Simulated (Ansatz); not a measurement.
# Si: the cost of one run

Method: DFT PBEsol, plane waves, PAW, scalar-relativistic, no spin polarisation, in Ansatz 0.2.0.

## (1) The system as given

The cell holds 17 atoms (Si17): a = 7.679 Å, b = 7.679 Å, c = 7.679 Å, α = 60.00°, β = 60.00°, γ = 60.00°.

The coordinates stand in the first input below.

## (2) Relaxing the start

The input, input.yaml:

```yaml
crystal:
  lattice:
    - [0.0, 5.43, 5.43]
    - [5.43, 0.0, 5.43]
    - [5.43, 5.43, 0.0]
  atoms:
    - { symbol: Si, position: [0.0, 0.0, 0.0] }
    - { symbol: Si, position: [0.125, 0.125, 0.125] }
    - { symbol: Si, position: [0.0, 0.0, 0.5] }
    - { symbol: Si, position: [0.125, 0.125, 0.625] }
    - { symbol: Si, position: [0.0, 0.5, 0.0] }
    - { symbol: Si, position: [0.125, 0.625, 0.125] }
    - { symbol: Si, position: [0.0, 0.5, 0.5] }
    - { symbol: Si, position: [0.125, 0.625, 0.625] }
    - { symbol: Si, position: [0.5, 0.0, 0.0] }
    - { symbol: Si, position: [0.625, 0.125, 0.125] }
    - { symbol: Si, position: [0.5, 0.0, 0.5] }
    - { symbol: Si, position: [0.625, 0.125, 0.625] }
    - { symbol: Si, position: [0.5, 0.5, 0.0] }
    - { symbol: Si, position: [0.625, 0.625, 0.125] }
    - { symbol: Si, position: [0.5, 0.5, 0.5] }
    - { symbol: Si, position: [0.625, 0.625, 0.625] }
    - { symbol: Si, position: [0.2521103, 0.2520898, 0.252588] }
basis:
  ecutwfc: 420.0
kpoints:
  mp_grid: { grid: [2, 2, 2] }
hamiltonian:
  xc: pbesol
  pseudopotentials: { kind: paw, azcp: { folder: soft_1 } }
scf:
  occupations: { method: fermi_dirac, width: 0.05 }
  lower_state_search: "off"
relax:
  f_tol: 0.08
  max_steps: 25
  adjacent_minimum: "off"
output:
  write_density: true
  write_potential: true
  elf: true
  volumetric_format: npy
```

On the command line:

```console
> ansatz run input.yaml --threads 1 --pin off --max-ram 3072MiB --backend cpu --events-out ev --progress --plain --runs-dir out
```

**Question.** How long does this run take on 1 thread of Intel Xeon Platinum 8488C (Sapphire Rapids), shared host, and how much memory does it need?

About 20 s, with a peak of 0.58 GiB.
